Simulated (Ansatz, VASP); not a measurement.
## SrO in VASP and in Ansatz

```
Sr O
1.0
     4.61750    0.00000    0.00000
    -2.30875    3.99888    0.00000
     0.00000    0.00000    5.15559
Sr O
2 2
Direct
  0.33333 0.66667 0.93813
  0.66667 0.33333 0.43813
  0.33333 0.66667 0.43687
  0.66667 0.33333 0.93687
```

Change from the starting cell: strain +0.080 along x and y, +0.000 along z, atoms carried along.

Alike in both runs: task single point; functional LDA; k mesh 9 × 9 × 6; occupations gaussian, width 0.05 eV; no spin polarisation.

```csv
,VASP,Ansatz
version,VASP 6.6.1,Ansatz 0.2.0
potentials or method,"VASP PAW LDA potentials, release 64 (Sr_sv, O)","scalar-relativistic, plane waves, PAW"
plane-wave cutoff (eV),520,420
valence electrons in the cell,32,32
```

|  | VASP | Ansatz | Ansatz less VASP |
| --- | --- | --- | --- |
| gap on the k mesh at the Fermi level (eV) | 1.83 | 1.84 | +0.011 |
| least direct gap on the mesh (eV) | 1.83 | 1.84 | +0.011 |
| pressure (GPa) | -10.2 | -10.5 | -0.30 |
| largest component of the traceless stress (GPa) | 1.22 | 1.00 | -0.220 |
| rms of the force components (eV/Å) | 0.007 | 0.006 | -0.0008 |

Atom by atom the forces differ by 0.001 eV/Å (rms over components).

Caveats: an odd mesh through Γ misses points on the zone boundary, where band edges often lie.
